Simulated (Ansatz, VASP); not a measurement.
Two plane-wave programs on Al

```
Al
1.0
     4.54545    0.00000    0.00000
    -2.27273    3.93648    0.00000
     0.00000    0.00000    2.75390
Al
2
Direct
  0.33333 0.66667 0.00000
  0.66667 0.33333 0.00000
```

The cell was built by a generator and needn't be a form met in nature.

Alike in both runs: task single point; functional PBE; k mesh 15 × 15 × 20; occupations gaussian, width 0.1 eV; no spin polarisation.

```csv
,VASP,Ansatz
version,VASP 6.6.1,Ansatz 0.2.0
potentials or method,"VASP PAW PBE potentials, release 64 (Al)","scalar-relativistic, plane waves, PAW"
plane-wave cutoff (eV),520,420
valence electrons in the cell,6,6
```

|  | VASP | Ansatz | Ansatz less VASP |
| --- | --- | --- | --- |
| gap on the k mesh at the Fermi level (eV) | none | none | - |
| pressure (GPa) | 0.0 | 0.0 | +0.02 |

A gap of «none» marks a metal or a gap that the smearing closes. With one functional, cell and mesh, what is left measures potentials, basis and numerics.
